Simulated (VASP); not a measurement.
Runs of VASP 6.6.1 on AgCl (Chlorargyrite). The structure is cubic, space group Fm-3m (No. 225). The conventional cell has a = 5.356 Å, b = 5.356 Å, c = 5.356 Å, α = 90.00°, β = 90.00°, γ = 90.00°. Ag (site symmetry m-3m) has 6 Cl at 2.68 Å as nearest neighbours. Cl (site symmetry m-3m) is surrounded by 6 Ag at 2.68 Å. 

```csv
task,level,potentials or basis,cell,gap on the mesh (eV),pressure (GPa)
relaxation of the atoms,LDA,"VASP PAW LDA potentials, release 64 (Ag, Cl)",atoms relaxed from: a relaxed cell with its volume scaled by 0.94,0.69,5.0
relaxation of the atoms,PBE+D3(BJ),"VASP PAW PBE potentials, release 64 (Ag, Cl)",atoms relaxed from: a relaxed cell with its volume scaled by 1.02,0.91,-0.9
relaxation of cell and atoms,LDA,"VASP PAW LDA potentials, release 64 (Ag, Cl)",relaxed,(a),0.0
relaxation of the atoms,LDA,"VASP PAW LDA potentials, release 64 (Ag, Cl)",atoms relaxed from: a relaxed cell with its volume scaled by 1.06,0.64,-3.5
relaxation of the atoms,PBE+D3(BJ),"VASP PAW PBE potentials, release 64 (Ag, Cl)",atoms relaxed from: a relaxed cell with its volume scaled by 1.04,0.91,-1.8
```

Alike in all rows: no spin polarisation; k mesh 8 × 8 × 8; cutoff (eV) 600; smearing gaussian 0.03 eV.

Question: Fill in the values left out.

Answer: (a) 0.65.

Caveats: the relaxation stopped at its first step, so nothing moved.

A k mesh can miss the band edges, and the runs leave out spin-orbit coupling on Ag.
